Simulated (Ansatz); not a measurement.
**Strain response of Ru**

The calculation used DFT PBE, scalar-relativistic, plane waves, PAW in Ansatz. Run with 420 eV cutoff, 24×24×12 k-mesh, Gaussian smearing of 0.10 eV, no spin polarisation.

The relaxed crystal:

```
Ru
1.0
     2.72000    0.00000    0.00000
    -1.36000    2.35559    0.00000
     0.00000    0.00000    4.29677
Ru
2
Direct
  0.33333 0.66667 0.25000
  0.66667 0.33333 0.75000
```

Deformation: c alone is stretched, the rest of the cell is held and the atoms relax, all within the symmetry that the strain leaves. Energies are extrapolated to zero smearing. On this cell's mesh the reference holds a stress of up to 0.54 GPa.

Question: Give the structure at +1.0 %.

Answer:
```
Ru
1.0
     2.72000    0.00000    0.00000
    -1.36000    2.35559    0.00000
     0.00000    0.00000    4.33974
Ru
2
Direct
  0.33333 0.66667 0.25000
  0.66667 0.33333 0.75000
```
Space group P6_3/mmc (194), 3.2 meV/atom over the relaxed crystal.